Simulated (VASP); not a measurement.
# TiO2: single point with PBE

The system is TiO2.

```
CELL_PARAMETERS angstrom
4.59984 0.00000 0.00000
0.00000 4.59984 0.00000
0.00000 0.00000 2.95921
ATOMIC_POSITIONS crystal
Ti 0.00000 0.00000 0.50000
Ti 0.50000 0.50000 0.00000
O 0.30432 0.30432 0.50000
O 0.19568 0.80432 0.00000
O 0.80432 0.19568 0.00000
O 0.69568 0.69568 0.50000
```

The cell is a database's computed one.

```
Program             : VASP 6.6.1
Task                : single point
Functional          : PBE
Potentials or basis : VASP PAW PBE potentials, release 64 (Ti_sv, O)
Cutoff              : 520 eV
k mesh              : 6 × 6 × 9
Occupations         : gaussian, width 0.014 eV
Spin                : no spin polarisation
```

| Item | Value |
| --- | --- |
| Pressure | 4.9 GPa |
| Largest force | 0.021 eV/Å |
| Band gap on the k mesh | 1.87 eV, direct |

Forces on the atoms (eV/Å):
```
Ti   0.000  0.000  0.000
Ti   0.000  0.000  0.000
O   -0.015 -0.015  0.000
O    0.015 -0.015  0.000
O   -0.015  0.015  0.000
O    0.015  0.015  0.000
```

Stress tensor (GPa, compression positive):
```
5.08 0.00 0.00
0.00 5.08 0.00
0.00 0.00 4.56
```

Levels at points of the mesh, in eV from the valence-band top:
```
           k point  band 21  band 22  band 23  band 24  band 25  band 26  band 27  band 28
(0.00, 0.00, 0.00)    -0.71    -0.46    -0.46     0.00     1.87     2.13     2.38     2.47
(0.50, 0.00, 0.00)    -1.65    -1.65    -0.74    -0.74     2.50     2.50     3.00     3.30
(0.50, 0.50, 0.00)    -1.31    -1.31    -1.08    -1.08     1.87     1.87     2.49     2.49
```

It took 3.7 min on 1 thread of AMD EPYC 7R43 64-Core Processor (Zen 3), on a shared host, peak memory 0.17 GiB.

The gap isn't set beside the measured one, since this odd mesh misses points on the zone boundary.

Caveat: an odd mesh through Γ misses points on the zone boundary, where band edges often lie.
